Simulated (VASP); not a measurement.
Write the native input for VASP 6.6.1 that does the following.

```
Task                   : relaxation of cell and atoms
Functional             : PBEsol
Potentials or basis    : VASP PAW PBE potentials, release 64 (Ga_d, As)
Cutoff                 : 600 eV
k mesh                 : 10 × 10 × 10
Occupations            : gaussian, width 0.03 eV
Spin                   : no spin polarisation
Further INCAR settings : ALGO = Normal; EDIFF = 1e-07; IBRION = 2; EDIFFG = -0.005; NSW = 90; ISIF = 3
```

The structure of GaAs lies in POSCAR:

```
GaAs                                    
1.0
    0.0000000000      2.8313993253      2.8313993253
    2.8313993253     -0.0000000000      2.8313993253
    2.8313993253      2.8313993253      0.0000000000
  Ga              As            
     1     1
Direct
     0.0000000000000000    0.0000000000000000    0.0000000000000000
     0.2500000000000000    0.2500000000000000    0.2500000000000000
```

The cell was built by a generator and needn't be a form met in nature.

One way to write it, as run:

INCAR

```
SYSTEM = GaAs
PREC = Accurate
ENCUT = 600
EDIFF = 1E-7
ISMEAR = 0
SIGMA = 0.03
LREAL = .False.
LASPH = .True.
NELM = 80
ALGO = Normal
ISIF = 3
LWAVE = .False.
LCHARG = .False.
GGA = PS
IBRION = 2
NSW = 90
EDIFFG = -0.005
```

KPOINTS

```
regular mesh
0
Gamma
  10 10 10
  0 0 0
```

Potentials or basis: VASP PAW PBE potentials, release 64 (Ga_d, As).

The run is started by

```bash
$ cat potpaw_PBE.64/Ga_d/POTCAR potpaw_PBE.64/As/POTCAR > POTCAR
$ mpirun -np 1 vasp_std > vasp.out
```

It gave:

The pressure after relaxing is 0.0 GPa and the band gap on the k mesh is 0.42 eV, direct.

Caveat: the relaxation stopped at its first step, so nothing moved; the PAW data sets were made with another functional, which shifts forces and pressure a little.

Run time: 14 s on 1 thread of Intel(R) Xeon(R) Platinum 8488C (Sapphire Rapids) (shared host), peak memory 0.19 GiB.
